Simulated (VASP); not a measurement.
# Sn2Ge (P1) in VASP: relaxation of cell and atoms with PBE

Aim: the relaxation of cell and atoms of Sn2Ge with PBE.

Program: VASP 6.6.1. These are calculated values, not measurements. Logs are shortened: lines on timing, memory, paths and dates and some standing lists are left out, and cuts for length are marked.

## (1) Starting point

The typed cell holds 12 atoms: a = 4.551 Å, b = 8.912 Å, c = 11.275 Å, α = 89.63°, β = 90.47°, γ = 120.46°.

The cell was built by a generator and needn't be a form met in nature.

## (2) Relaxation of cell and atoms, PBE

The input, INCAR:

```
SYSTEM = Sn2Ge
  PREC = Normal
  ENCUT = 520
  EDIFF = 1E-5
  ISMEAR = 0
  SIGMA = 0.15
  LREAL = Auto
  LASPH = .TRUE.
  NELM = 80
  ALGO = Fast
  ISIF = 3
  LWAVE = .FALSE.
  LCHARG = .FALSE.
  GGA = PE
  IBRION = 2
  NSW = 110
  EDIFFG = -0.03
  ISYM = 0
  KPAR = 8
```

The input, KPOINTS:

```
Automatic mesh
0
G
  6 6 2
  0 0 0
```

The input, POSCAR:

```
Sn2Ge
1.0
    4.5513827600      0.0099854900     -0.0186698600
   -4.5340863700      7.6726981700      0.0291038900
   -0.0458178300      0.0147837700     11.2753687800
Sn Ge
8 4
Direct
    0.3427699900      0.3430759100      0.8002594200
    0.2795826300      0.8136346000      0.8269663000
    0.6536453500      0.1855495100      0.1878174400
    0.6015801900      0.6523196100      0.1881515000
    0.3957577800      0.3368893900      0.5276680000
    0.3346756900      0.8470268100      0.5584518100
    0.7098142300      0.1978714100      0.4564962000
    0.6446361900      0.6322256800      0.4671342500
    0.9709713000      0.9624365200      0.8899100000
    0.0309109700      0.5248163300      0.8929120900
    0.0045176600      0.0086569600      0.1288559900
    0.9946607800      0.4899518800      0.0860173600
```

Potentials or basis: VASP PAW PBE potentials, release 64 (Sn_d, Ge_d).

On the command line:

```
$ cat potpaw_PBE.64/Sn_d/POTCAR potpaw_PBE.64/Ge_d/POTCAR > POTCAR
$ mpirun -np 8 vasp_std > vasp.out
```

OUTCAR:

```text
SYSTEM = Sn2Ge
   PREC = Normal
   ENCUT = 520
   EDIFF = 1E-5
   ISMEAR = 0
   LREAL = Auto
   LASPH = .TRUE.
   NELM = 80
   ISIF = 3
   GGA = PE
   IBRION = 2
   NSW = 110
   EDIFFG = -0.03
   ISYM = 0

 ion  position               nearest neighbor table
   1  0.343  0.343  0.800-  10 2.85  10 2.89   5 3.09   9 3.09
   2  0.280  0.814  0.827-  10 2.34   9 2.48   9 2.81   6 3.04
   3  0.654  0.186  0.188-  12 2.61  11 2.63  11 2.84   7 3.04
   4  0.602  0.652  0.188-  12 2.64  11 2.83  12 3.05   8 3.16
   5  0.396  0.337  0.528-   8 2.38   7 2.46   7 2.82   1 3.09
   6  0.335  0.847  0.558-   8 2.91   7 2.93   2 3.04   8 3.08
   7  0.710  0.198  0.456-   5 2.46   5 2.82   6 2.93   3 3.04
   8  0.645  0.632  0.467-   5 2.38   6 2.91   6 3.08   4 3.16
   9  0.971  0.962  0.890-   2 2.48  11 2.72   2 2.81   1 3.09
  10  0.031  0.525  0.893-  12 2.19   2 2.34   1 2.85   1 2.89
  11  0.005  0.009  0.129-   3 2.63   9 2.72   4 2.83   3 2.84
  12  0.995  0.490  0.086-  10 2.19   3 2.61   4 2.64   4 3.05

IMPORTANT INFORMATION: All symmetrisations will be switched off!
NOSYMM: (Re-)initialisation of all symmetry stuff for point group C_1.

----------------------------------------------------------------------------------------

                                     Primitive cell

  volume of cell :     394.2547

  direct lattice vectors                    reciprocal lattice vectors
     4.551382760  0.009985490 -0.018669860     0.219431924  0.129667852  0.000721654
    -4.534086370  7.672698170  0.029103890    -0.000286277  0.130163728 -0.000171828
    -0.045817830  0.014783770 11.275368780     0.000364076 -0.000121272  0.088690534

  length of vectors
     4.551432006  8.912299560 11.275471563     0.254881624  0.130164156  0.088691364

  position of ions in fractional coordinates (direct lattice)
     0.342769990  0.343075910  0.800259420
     0.279582630  0.813634600  0.826966300
     0.653645350  0.185549510  0.187817440
     0.601580190  0.652319610  0.188151500
     0.395757780  0.336889390  0.527668000
     0.334675690  0.847026810  0.558451810
     0.709814230  0.197871410  0.456496200
     0.644636190  0.632225680  0.467134250
     0.970971300  0.962436520  0.889910000
     0.030910970  0.524816330  0.892912090
     0.004517660  0.008656960  0.128855990
     0.994660780  0.489951880  0.086017360

  ion indices of the primitive-cell ions
   primitive index   ion index
                 1           1
                 2           2
                 3           3
                 4           4
                 5           5
                 6           6
                 7           7
                 8           8
                 9           9
                10          10
                11          11
                12          12

----------------------------------------------------------------------------------------

 KPOINTS: Automatic mesh

Automatic generation of k-mesh.
 Grid dimensions read from file:
 generate k-points for:    6    6    2

 Generating k-lattice:

  Cartesian coordinates                     Fractional coordinates (reciprocal lattice)
     0.036571987  0.021611309  0.000120276     0.166666667  0.000000000  0.000000000
    -0.000047713  0.021693955 -0.000028638     0.000000000  0.166666667  0.000000000
     0.000182038 -0.000060636  0.044345267     0.000000000 -0.000000000  0.500000000

  Length of vectors
     0.042480271  0.021694026  0.044345682

  Shift w.r.t. Gamma in fractional coordinates (k-lattice)
     0.000000000  0.000000000  0.000000000

 Subroutine IBZKPT returns following result:
 ===========================================

 Found     40 irreducible k-points:

 Following reciprocal coordinates:
            Coordinates               Weight
  0.000000  0.000000  0.000000      1.000000
  0.166667 -0.000000 -0.000000      2.000000
  0.333333 -0.000000 -0.000000      2.000000
  0.500000  0.000000 -0.000000      1.000000
  0.000000  0.166667 -0.000000      2.000000
  0.166667  0.166667  0.000000      2.000000
[... 16 lines left out ...]
  0.333333 -0.000000  0.500000      2.000000
  0.500000 -0.000000  0.500000      1.000000
 [... further k-points ...]
   k-points           NKPTS =     40   k-points in BZ     NKDIM =     40   number of bands    NBANDS=    100
   number of dos      NEDOS =    301   number of ions     NIONS =     12
   total plane-waves  NPLWV =  89600
   dimension x,y,z NGX =    28 NGY =   50 NGZ =   64
   dimension x,y,z NGXF=    56 NGYF=  100 NGZF=  128
   ions per type =               8   4
   NGX,Y,Z   is equivalent  to a cutoff of  10.23,  9.33,  9.44 a.u.
   NGXF,Y,Z  is equivalent  to a cutoff of  20.45, 18.65, 18.87 a.u.
 SYSTEM =  Sn2Ge
   PREC   = normal    normal or accurate (medium, high low for compatibility)
   ISTART =      0    job   : 0-new  1-cont  2-samecut
   ICHARG =      2    charge: 1-file 2-atom 10-const
   ISPIN  =      1    spin polarized calculation?
   LNONCOLLINEAR =      F non collinear calculations
   LSORBIT =      F    spin-orbit coupling
   LASPH  =      T    aspherical Exc in radial PAW
   ENCUT  =  520.0 eV  38.22 Ry    6.18 a.u.   8.46 16.57 20.96*2*pi/ulx,y,z
   NELM   =     80;   NELMIN=  2; NELMDL= -5     # of ELM steps
   EDIFF  = 0.1E-04   stopping-criterion for ELM
   LREAL  =      T    real-space projection
   EDIFFG = -.3E-01   stopping-criterion for IOM
   NSW    =    110    number of steps for IOM
   IBRION =      2    ionic relax: 0-MD 1-quasi-New 2-CG
   NFREE  =      1    steps in history (QN), initial steepest desc. (CG)
   ISIF   =      3    stress and relaxation
   ISYM   =      0    0-nonsym 1-usesym 2-fastsym
   POTIM  = 0.5000    time-step for ionic-motion
   TEBEG  =    0.0;   TEEND  =   0.0 temperature during run
   PSTRESS=    0.0 pullay stress
   NELECT =     168.0000    total number of electrons
   NUPDOWN=      -1.0000    fix difference up-down
   EMIN   =  10.00;   EMAX   =-10.00  energy-range for DOS
   EFERMI =   0.00;   METHOD = LEGACY
   ISMEAR =     0;   SIGMA  =   0.15  broadening in eV -4-tet -1-fermi 0-gaus
   EFERMI_NEDOS =   21; number of points for ismear=-14 and -15
   IALGO  =     68    algorithm
   IMIX   =      4    mixing-type and parameters
     AMIX     =   0.40;   BMIX     =  1.00
     AMIX_MAG =   1.60;   BMIX_MAG =  1.00
  volume/ion in A,a.u.               =      32.85       221.71
  Fermi-wavevector in a.u.,A,eV,Ry     =   1.231929  2.328008 20.648864  1.517649
  Thomas-Fermi vector in A             =   2.366719
   LORBIT       =      0    0 simple, 1 ext, 2 COOP (PROOUT), +10 PAW based schemes
   GGA     = PE    functional components
   LHFCALC =     F    Hartree Fock is set to
   AEXX    =    0.0000 exact exchange contribution
   IVDW    =     0    specifies the selected vdW correction
   LEPSILON=     F    determine dielectric tensor
   LRPA    =     F    only Hartree local field effects (RPA)
 conjugate gradient relaxation of ions
 non-spin polarized calculation
 RMM-DIIS sequential band-by-band and
 Gauss-broadening in eV      SIGMA  =   0.15
  energy-cutoff  :      520.00
  volume of cell :      394.25
 maximum number of plane-waves:     10663
   NGX = 17   NGY = 33   NGZ = 41

--------------------------------------- Ionic step        1  -------------------------------------------

 number of electron     167.9999948 magnetization

 Free energy of the ion-electron system (eV)
  ---------------------------------------------------
  ext. energy  EPLUGINS =         0.00000000
  ---------------------------------------------------
  free energy    TOTEN  =       -44.26340538 eV

  energy without entropy =      -44.24222566  energy(sigma->0) =      -44.25281552

------------------------ aborting loop because EDIFF is reached ----------------------------------------

  FORCE on cell =-STRESS in cart. coord.  units (eV):
  Direction    XX          YY          ZZ          XY          YZ          ZX
  --------------------------------------------------------------------------------------
  -------------------------------------------------------------------------------------
  Total        5.0309470     18.6922297      0.7832392     -4.6111937     -5.2451434     -1.1739499
  in kB       20.4448263     75.9617205      3.1829375    -18.7390276    -21.3152804     -4.7707124
  external PRESSURE =      33.1964948 kB  Pullay stress =       0.0000000 kB
[... 119 lines left out ...]
  FREE ENERGIE OF THE ION-ELECTRON SYSTEM (eV)
  ---------------------------------------------------
  free  energy   TOTEN  =       -47.1963112680 eV

  energy  without entropy=      -47.1763157517  energy(sigma->0) =      -47.18631351

 E-fermi :   5.0941     XC(G=0):  -9.0246

 val. band max:        5.0825711900   @ k =  -0.0000   0.1667   0.5000
 cond. band min:       5.1126948788   @ k =   0.0000   0.0000   0.0000
 fundamental gap:      0.0301236888
 Fermi energy:         5.0940902652

 k-point     1 :       0.0000    0.0000    0.0000
  band No.  band energies     occupation
      1     -19.6030      2.00000
      2     -19.5839      2.00000
      3     -19.5298      2.00000
      4     -19.5267      2.00000
      5     -19.5187      2.00000
      6     -19.5139      2.00000
[... 2365 lines left out ...]
     95       9.2761      0.00000
     96       9.1837      0.00000

 [... further k-points ...]

 [bands above 96 left out]

[... ionic steps 4 to 61 ...]

--------------------------------------- Ionic step       62  -------------------------------------------

 number of electron     167.9999967 magnetization

------------------------ aborting loop because EDIFF is reached ----------------------------------------
[... 87 lines left out ...]
--------------------------------------- Ionic step       64  -------------------------------------------

 number of electron     167.9999959 magnetization

 Free energy of the ion-electron system (eV)
  ---------------------------------------------------
  ext. energy  EPLUGINS =         0.00000000
  ---------------------------------------------------
  free energy    TOTEN  =       -48.42008800 eV

  energy without entropy =      -48.40220854  energy(sigma->0) =      -48.41114827

 E-fermi :   4.7831     XC(G=0):  -8.8788

 val. band max:        4.7624584388   @ k =  -0.1667   0.1667   0.0000
 cond. band min:       4.7984711640   @ k =   0.0000   0.1667  -0.0000
 fundamental gap:      0.0360127252
 Fermi energy:         4.7830824428

 k-point     1 :       0.0000    0.0000    0.0000
  band No.  band energies     occupation
      1     -19.8548      2.00000
      2     -19.8528      2.00000
      3     -19.7878      2.00000
      4     -19.7864      2.00000
      5     -19.7861      2.00000
      6     -19.7845      2.00000
[... 2365 lines left out ...]
     95       8.1876      0.00000
     96       8.1884      0.00000

 [... further k-points ...]

 [bands above 96 left out]

------------------------ aborting loop because EDIFF is reached ----------------------------------------

  FORCE on cell =-STRESS in cart. coord.  units (eV):
  Direction    XX          YY          ZZ          XY          YZ          ZX
  --------------------------------------------------------------------------------------
  -------------------------------------------------------------------------------------
  Total       -0.1831697     -0.0042980     -0.0604552     -0.0212530     -0.0460035     -0.0545091
  in kB       -0.7570512     -0.0177640     -0.2498651     -0.0878397     -0.1901354     -0.2252895
  external PRESSURE =      -0.3415601 kB  Pullay stress =       0.0000000 kB
[... 27 lines left out ...]
  FREE ENERGIE OF THE ION-ELECTRON SYSTEM (eV)
  ---------------------------------------------------
  free  energy   TOTEN  =       -48.4200879985 eV

  energy  without entropy=      -48.4022085383  energy(sigma->0) =      -48.41114827

 reached required accuracy - stopping structural energy minimisation
```

It took 47 min on 8 MPI ranks of AMD EPYC 9R45 (Zen 5), shared host; peak memory 1 GiB.

Results:

* Free energy: -48.4201 eV
* Relaxed volume: 32.30 Å³/atom
* Relaxed cell: a = 4.514 Å, b = 8.995 Å, c = 11.037 Å, α = 89.99°, β = 89.94°, γ = 120.11°
* Space group after relaxing (to 0.05 Å): P2_1 (No. 4)
* Energy gained by relaxing: 346.4 meV/atom
* Ionic steps: 64
* Pressure after relaxing: 0.0 GPa
* Largest force after relaxing: 0.029 eV/Å
* Band gap on the k mesh: none (metal or under the smearing width)

Forces on the atoms (eV/Å):
```
Sn   0.003  0.007  0.004
Sn   0.004  0.018 -0.004
Sn   0.008 -0.005  0.002
Sn   0.005 -0.005 -0.001
Sn  -0.026 -0.001 -0.003
Sn  -0.006 -0.014 -0.005
Sn  -0.026 -0.013  0.002
Sn   0.007  0.003 -0.005
Ge   0.002  0.001  0.001
Ge  -0.002  0.013  0.008
Ge   0.014 -0.005 -0.003
Ge   0.016  0.002  0.005
```

Step by step:
| step | energy change (eV) | largest force (eV/Å) | pressure (GPa) | volume (Å³) |
| --- | --- | --- | --- | --- |
| 1 | 0.0000 | 6.5788 | 3.32 | 394.25 |
| 3 | -2.9329 | 1.3506 | -2.05 | 423.57 |
| 5 | -3.7473 | 1.1118 | 1.61 | 375.32 |
| 7 | -3.9151 | 0.8967 | 0.01 | 389.27 |
| 9 | -4.0632 | 0.4712 | 0.12 | 386.51 |
| 11 | -4.1095 | 0.2435 | 0.07 | 386.79 |
| 13 | -4.1187 | 0.1457 | 0.31 | 388.04 |
| 15 | -4.1209 | 0.1690 | -0.81 | 389.41 |
| 17 | -4.1211 | 0.1456 | -0.25 | 389.05 |
| 19 | -4.1324 | 0.1735 | -0.06 | 386.26 |
| 21 | -4.1324 | 0.1802 | 0.04 | 386.09 |
| 23 | -4.1387 | 0.1803 | 0.29 | 386.57 |
| 25 | -4.1429 | 0.1627 | 0.26 | 387.72 |
| 27 | -4.1455 | 0.1249 | -0.34 | 389.47 |
| 29 | -4.1497 | 0.0818 | -0.18 | 389.13 |
| 31 | -4.1514 | 0.0617 | -0.49 | 388.03 |
| 33 | -4.1504 | 0.0918 | 0.69 | 385.75 |
| 35 | -4.1518 | 0.0727 | -0.14 | 387.44 |
| 37 | -4.1518 | 0.0737 | 0.09 | 387.35 |
| 39 | -4.1522 | 0.0527 | 0.16 | 386.90 |
| 41 | -4.1529 | 0.0507 | -0.01 | 387.18 |
| 43 | -4.1533 | 0.0562 | -0.01 | 387.46 |
| 45 | -4.1537 | 0.0477 | -0.16 | 388.54 |
| 47 | -4.1541 | 0.0339 | -0.06 | 388.14 |
| 49 | -4.1547 | 0.0337 | -0.06 | 388.13 |
| 51 | -4.1549 | 0.0875 | -0.10 | 388.11 |
| 53 | -4.1552 | 0.0708 | -0.06 | 388.12 |
| 55 | -4.1552 | 0.0670 | -0.06 | 388.12 |
| 57 | -4.1558 | 0.0524 | 0.24 | 387.71 |
| 59 | -4.1558 | 0.0552 | -0.06 | 387.72 |
| 61 | -4.1561 | 0.0425 | 0.03 | 387.33 |
| 63 | -4.1564 | 0.0341 | 0.01 | 387.44 |
| 64 | -4.1567 | 0.0288 | -0.03 | 387.65 |

Final structure:
```
CELL_PARAMETERS angstrom
4.51387 0.00025 0.00300
-4.51338 7.78090 0.00149
0.00332 0.00148 11.03686
ATOMIC_POSITIONS crystal
Sn 0.32838 0.33208 0.81096
Sn 0.32778 0.83255 0.80989
Sn 0.65603 0.16563 0.19096
Sn 0.65498 0.66475 0.19186
Sn 0.34839 0.33338 0.55083
Sn 0.33294 0.83518 0.54918
Sn 0.68405 0.16923 0.45112
Sn 0.66531 0.66704 0.45253
Ge 0.99277 0.99775 0.88770
Ge 0.99374 0.49820 0.88689
Ge 0.98902 0.99902 0.11482
Ge 0.99013 0.49963 0.11392
```
